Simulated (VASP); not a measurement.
AlAs: relaxation of cell and atoms with PBEsol

Crystal: AlAs.

```
CELL_PARAMETERS angstrom
0.00000 2.83040 2.83040
2.83040 0.00000 2.83040
2.83040 2.83040 0.00000
ATOMIC_POSITIONS crystal
Al 0.00000 0.00000 0.00000
As 0.25000 0.25000 0.25000
```

```yaml
Program: VASP 6.6.1
Task: relaxation of cell and atoms
Functional: PBEsol
Potentials_or_basis: VASP PAW PBE potentials, release 64 (Al, As)
Cutoff: 600 eV
k_mesh: 8 × 8 × 8
Occupations: gaussian, width 0.03 eV
Spin: no spin polarisation
Further_INCAR_settings: ALGO = Normal; EDIFF = 1e-06; IBRION = 2; EDIFFG = -0.01; NSW = 90; ISIF = 3
```

```yaml
Relaxed_volume: 22.93 Å³/atom
Relaxed_cell: a = 4.018 Å, b = 4.018 Å, c = 4.018 Å, α = 60.00°, β = 60.00°, γ = 60.00°
Space_group_after_relaxing_to_0.05_Å: F-43m (No. 216)
Energy_gained_by_relaxing: 0.6 meV/atom
Ionic_steps: 3
Pressure_after_relaxing: 0.0 GPa
Band_gap_on_the_k_mesh: 1.34 eV, indirect (least direct gap 1.89 eV)
```

Step by step:
```
step  energy change (eV)  largest force (eV/Å)  pressure (GPa)  volume (Å³)
   1              0.0000                0.0000            0.82        45.35
   2             -0.0010                0.0000           -0.41        46.12
   3             -0.0013                0.0000            0.00        45.86
```

Final structure:
```yaml
crystal:
  lattice:
    - [0.00000, 2.84088, 2.84088]
    - [2.84088, 0.00000, 2.84088]
    - [2.84088, 2.84088, 0.00000]
  atoms:
    - { symbol: Al, position: [0.00000, 0.00000, 0.00000] }
    - { symbol: As, position: [0.25000, 0.25000, 0.25000] }
```

Levels at points of the mesh, in eV from the valence-band top:
```tsv
k point	band 2	band 3	band 4	band 5	band 6	band 7
(0.00, 0.00, 0.00)	0.00	0.00	0.00	1.89	4.24	4.24
(0.50, 0.00, 0.00)	-5.55	-0.82	-0.82	2.04	4.62	4.62
(0.50, 0.50, 0.00)	-5.40	-2.16	-2.16	1.34	2.22	10.20
```

It took 66 s on 1 thread of AMD EPYC 7R43 64-Core Processor (Zen 3), on a shared host, peak memory 0.16 GiB.

Caveat: the PAW data sets were made with another functional, which shifts forces and pressure a little. A k mesh can miss the band edges.
